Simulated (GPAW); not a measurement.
Write an ASE script for GPAW 26.7.0 that does the following.

| Item | Value |
| --- | --- |
| Task | single point |
| Functional | PBE |
| Potentials or basis | GPAW PAW data sets (gpaw-data 1.2.1) |
| Cutoff | 800 eV |
| Basis | pw |
| k mesh | 9 × 9 × 9 |
| Occupations | gaussian, width 0.012 eV |
| Spin | no spin polarisation |
| Maxiter | 150 |

The structure of LiCl lies in LiCl.xyz:

```xyz
2
Lattice="0.0000000000 2.5647700000 2.5647700000 2.5647700000 0.0000000000 2.5647700000 2.5647700000 2.5647700000 0.0000000000" Properties=species:S:1:pos:R:3 pbc="T T T"
Cl     2.5647700000      2.5647700000      2.5647700000
Li     0.0000000000      0.0000000000      0.0000000000
```

One way to write it, as run:

run.py

```python
from ase.dft.bandgap import bandgap
from ase.io import read, write
from ase.units import GPa
from gpaw import GPAW, PW

atoms = read('LiCl.xyz')

calc = GPAW(mode=PW(800),
            xc='PBE',
            kpts={'size': (9, 9, 9), 'gamma': True},
            occupations={'name': 'methfessel-paxton', 'order': 0, 'width': 0.012},
            nbands=11,
            convergence={'density': 1e-05, 'energy': 1e-05},
            maxiter=150,
            txt='gpaw.txt')
atoms.calc = calc
energy = atoms.get_potential_energy()
forces = atoms.get_forces()
stress = atoms.get_stress()
calc.write('gs.gpw')
write('result.traj', atoms)
print(f'Energy: {energy:.6f} eV')
print('Forces (eV/A):')
print(forces.round(4))
print('Stress (GPa):', (stress / GPa).round(3))
print('Fermi level:', round(calc.get_fermi_level(), 4), 'eV')
print(f'Gap: {bandgap(calc)[0]:.4f} eV, direct: {bandgap(calc, direct=True)[0]:.4f} eV')
```

Potentials or basis: GPAW PAW data sets (gpaw-data 1.2.1), pw.

Run with:

```console
$ OMP_NUM_THREADS=1 python run.py
```

It gave:

- Pressure: 0.5 GPa
- Band gap on the k mesh: 6.32 eV, direct

Caveat: an odd mesh through Γ misses points on the zone boundary, where band edges often lie.

Wall time 14 s on 1 thread of Intel(R) Xeon(R) Platinum 8259CL CPU @ 2.50GHz (Skylake/Cascade Lake), with other jobs on the host, peak memory 0.16 GiB.
